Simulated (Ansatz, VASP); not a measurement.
This is a calculation of ZnS (Wurtzite-6H) for VASP 6.6.1. 

INCAR

```
  ALGO = Fast
  EDIFF = 1E-6
  EDIFFG = -0.01
  ENCUT = 600
  GGA = RE
  IBRION = 2
  ISIF = 3
  ISMEAR = -1
  LASPH = T
  LCHARG = F
  LREAL = F
  LWAVE = F
  NELM = 60
  NSW = 60
  PREC = Accurate
  SIGMA = 0.05
```

File KPOINTS:

```
k-points
0
Gamma
  8 8 2
```

The input POSCAR:

```
ZnS
1.0
    3.8120000000      0.0000000000      0.0000000000
   -1.9060000000      3.3012888392      0.0000000000
    0.0000000000      0.0000000000     18.6899900000
Zn S
6 6
Direct
    0.3333333333      0.6666666667      0.8333300000
    0.6666666667      0.3333333333      0.3333300000
    0.6666666667      0.3333333333      0.6666700000
    0.3333333333      0.6666666667      0.1666700000
    0.0000000000      0.0000000000      0.5000000000
    0.0000000000      0.0000000000      0.0000000000
    0.3333333333      0.6666666667      0.9583300000
    0.6666666667      0.3333333333      0.4583300000
    0.6666666667      0.3333333333      0.7916700000
    0.3333333333      0.6666666667      0.2916700000
    0.0000000000      0.0000000000      0.6250000000
    0.0000000000      0.0000000000      0.1250000000
```

Potentials or basis: VASP PAW PBE potentials, release 64 (Zn, S).

The run is started by

```bash
$ cat potpaw_PBE.64/Zn/POTCAR potpaw_PBE.64/S/POTCAR > POTCAR
$ mpirun -np 1 vasp_std > vasp.out
```

Task: What does the same run look like in Ansatz 0.2.0? Potentials or basis there: Ansatz PAW, cutoff 420 eV.

Result: As run (cutoffs and basis follow the program's own potentials, and thresholds, step limits or extra output files can differ):

input.yaml

```yaml
crystal:
  lattice:
    - [3.812, 0.0, 0.0]
    - [-1.906, 3.3012888392, 0.0]
    - [0.0, 0.0, 18.68999]
  atoms:
    - { symbol: Zn, position: [0.3333333333, 0.6666666667, 0.83333] }
    - { symbol: Zn, position: [0.6666666667, 0.3333333333, 0.33333] }
    - { symbol: Zn, position: [0.6666666667, 0.3333333333, 0.66667] }
    - { symbol: Zn, position: [0.3333333333, 0.6666666667, 0.16667] }
    - { symbol: Zn, position: [0.0, 0.0, 0.5] }
    - { symbol: Zn, position: [0.0, 0.0, 0.0] }
    - { symbol: S, position: [0.3333333333, 0.6666666667, 0.95833] }
    - { symbol: S, position: [0.6666666667, 0.3333333333, 0.45833] }
    - { symbol: S, position: [0.6666666667, 0.3333333333, 0.79167] }
    - { symbol: S, position: [0.3333333333, 0.6666666667, 0.29167] }
    - { symbol: S, position: [0.0, 0.0, 0.625] }
    - { symbol: S, position: [0.0, 0.0, 0.125] }
hamiltonian:
  xc: revpbe
  pseudopotentials: { kind: paw }
kpoints:
  mp_grid: { grid: [8, 8, 2] }
scf:
  occupations: { method: fermi_dirac, width: 0.05 }
output:
  forces: true
  stress: true
  eigenvalues: true
relax:
  f_tol: 0.01
  max_steps: 40
  cell: { stress_tol: 0.05 }
```

Potentials or basis: Ansatz PAW.

Run with:

```sh
$ ansatz run input.yaml --threads 4 --pin off --max-ram 11264MiB --backend cpu --events-out ev --progress --plain --runs-dir out
```

Both were run:

|  | VASP | Ansatz |
| --- | --- | --- |
| Relaxed volume | 20.77 Å³/atom | 20.72 Å³/atom |
| Relaxed cell | a = 3.886 Å, b = 3.886 Å, c = 19.057 Å, α = 90.00°, β = 90.00°, γ = 120.00° | a = 3.883 Å, b = 3.883 Å, c = 19.044 Å, α = 90.00°, β = 90.00°, γ = 120.00° |
| Space group after relaxing | P6_3mc (No. 186) | P6_3mc (No. 186) |
| Pressure after relaxing | -0.1 GPa | 0.0 GPa |

Ansatz's pressure holds a Pulay term of +0.07 GPa for its cutoff of 420 eV, which the other run lacks.

VASP's potentials were made for PBE. Ansatz's potentials were made for PBE.

Where Ansatz's input types no cutoff or centring, it takes its own default and a Γ-centred mesh.

Pressure is positive in compression.
